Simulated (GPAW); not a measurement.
BeS (F-43m): ε∞ against the local-field cutoff

The size of the dielectric matrix of BeS (F-43m) is raised step by step, on the same bands.

It takes space group F-43m (No. 216, cubic). The conventional cell has a = 4.850 Å, b = 4.850 Å, c = 4.850 Å, α = 90.00°, β = 90.00°, γ = 90.00°. Around S on site c lie 4 Be at 2.10 Å. Be on site a is surrounded by 4 S at 2.10 Å.

Method: GPAW 26.7.0, PBE, RPA, k-mesh 12×12×12, Lorentzian half width 0.15 eV.

Launch of the response step: `OMP_NUM_THREADS=1 python df.py`. The series took 51 s in all, its band step included, on 1 thread of Arm Neoverse V2, on a shared host.

| cutoff (eV) | time of the step (s) | ε∞ |
| --- | --- | --- |
| 40 | 4 | 4.9554 |
| 60 | 4 | 4.9234 |
| 100 | 4 | 4.8533 |
| 150 | 6 | ? |

The number of plane waves grows as cutoff^(3/2); a common extrapolation takes the result as linear in its inverse.

Working, on the rows shown:

| x = cutoff^(−3/2) (eV^−3/2) | y = ε∞ |
| --- | --- |
| 0.00395285 | 4.9554 |
| 0.00215166 | 4.9234 |
| 0.001 | 4.8533 |

Means: x̄ = 0.0023682, ȳ = 4.9107. Σ(x − x̄)(y − ȳ) = 0.0001466, Σ(x − x̄)² = 4.430e-06. Slope = 0.0001466 / 4.430e-06 = 33.1; intercept = ȳ − slope · x̄ = 4.8323. The line misses the rows shown by at most 0.02.

Task: What does the fit predict for the withheld row, and how well does it do?

Result: At x = 0.00054433 the line gives y = 4.8503. The run gave 4.8470, so the extrapolation is off by 0.0033, 3 % of the range in the table. The law describes these rows poorly: it misses even the rows shown by over a tenth of the range.

Refitted with all rows, the slope is 33.76 and the intercept 4.8302. The line reaches 4.830 at infinite cutoff, 0.3 % from the last run, while the last two runs differ by 0.13 %. ε∞ moves in steps as shells of reciprocal vectors enter, so the limit is good only to about the larger of these. The cell comes from an older database entry, whose edges can be off by a per cent or so. Excitons are left out; PBE gaps are as a rule too small. The values come from a sum over the points of one k-mesh and carry its error, which grows as the direct gap shrinks.
